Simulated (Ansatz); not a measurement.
Runs of Ansatz 0.2.0 on BaS. The structure is cubic, space group Fm-3m (No. 225). Conventional cell: a = 6.388 Å, b = 6.388 Å, c = 6.388 Å, α = 90.00°, β = 90.00°, γ = 90.00°. Ba (site symmetry m-3m) has 6 S at 3.19 Å as nearest neighbours. Around S (site symmetry m-3m) lie 6 Ba at 3.19 Å. 

```csv
cell,gap on the mesh (eV),pressure (GPa)
relaxed to 20 GPa,(b),20.0
relaxed to 5 GPa,1.93,5.0
relaxed to 10 GPa,(a),10.0
relaxed,2.10,0.0
relaxed to 30 GPa,0.81,30.0
```

Alike in all rows: task relaxation of cell and atoms; level PBEsol; potentials or basis all-electron LAPW, scalar-relativistic; no spin polarisation; k mesh 7 × 7 × 7; smearing fermi-dirac 0.05 eV; basis error allowed 0.001 eV/atom.

Question: Estimate the missing entries.

Answer: (a) 1.74; (b) 1.34.

Caveats: spin-orbit coupling is left out, which moves the levels of the heavy elements; an odd mesh through Γ misses points on the zone boundary, where band edges often lie.

A k mesh can miss the band edges, and the runs leave out spin-orbit coupling on Ba.
